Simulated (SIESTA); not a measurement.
CoO:

```
CELL_PARAMETERS angstrom
0.00000 2.13150 2.13150
2.13150 0.00000 2.13150
2.13150 2.13150 0.00000
ATOMIC_POSITIONS crystal
Co 0.00000 0.00000 0.00000
O 0.50000 0.50000 0.50000
```

Base run:

| Item | Value |
| --- | --- |
| Program | SIESTA 5.4.2 |
| Functional | PBE |
| Potentials or basis | PseudoDojo 0.4 standard (PBE files) |
| Basis | DZP (energy shift 0.002 Ry) |
| Grid cutoff | 800 Ry |
| Energy shift | 0.002 Ry |
| k mesh | 8 × 8 × 8 |
| Occupations | fermi-dirac, width 0.05 eV |
| Spin | collinear spin, ferromagnetic start |
| Starting moments | [2.0, 0.0] μB |

Its results: band gap on the k mesh none (metal or under the smearing width); pressure -0.9 GPa; net moment 2.97 μB per cell; site moments Co +2.62; O +0.35 μB.

The run is repeated on the same cell with these changes: basis from DZP (energy shift 0.002 Ry) to DZ (energy shift 0.002 Ry); k mesh from 8 × 8 × 8 to 11 × 11 × 11. What comes out?

Band gap on the k mesh none (metal or under the smearing width); pressure -3.7 GPa; net moment 2.98 μB per cell; site moments Co +2.62; O +0.36 μB.

Several settings changed at once, so the effect can't be laid on one alone.

Caveats: semicore shells carry a single zeta, which can move pressures by several GPa and volumes by a few percent; the basis of atomic orbitals isn't converged, which shifts pressures, moduli and gaps; a cell with one magnetic atom can't hold antiferromagnetic order, which such compounds often take; semilocal functionals often make such compounds metallic where correlation or magnetic order opens a gap, which also shifts bond lengths; the basis has no polarisation orbitals (some runs).
